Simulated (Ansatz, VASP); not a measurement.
## BAs in VASP and in Ansatz

```
B As
1.0
     0.00000    2.40464    2.40464
     2.40464    0.00000    2.40464
     2.40464    2.40464    0.00000
B As
1 1
Direct
  0.00000 0.00000 0.00000
  0.75000 0.75000 0.75000
```

Alike in both runs: functional PBE; k mesh 10 × 10 × 10; no spin polarisation.

Ansatz relaxed the structure, and its values are those at the end. VASP's run is a single point on that final structure, the one shown.

|  | VASP | Ansatz |
| --- | --- | --- |
| version | VASP 6.6.1 | Ansatz 0.2.0 |
| potentials or method | VASP PAW PBE potentials, release 64 (B, As) | scalar-relativistic, plane waves, PAW |
| plane-wave cutoff (eV) | 520 | 420 |
| occupations | gaussian, width 0.01 eV | fixed |
| valence electrons in the cell | 8 | 18 |

```tsv
	VASP	Ansatz	Ansatz less VASP
gap on the k mesh at the Fermi level (eV)	1.20	1.20	+0.008
least direct gap on the mesh (eV)	3.25	3.26	+0.005
pressure (GPa)	0.6	0.0	-0.59
```

The two sets of potentials don't hold the same shells in valence.

A k mesh can miss the band edges.
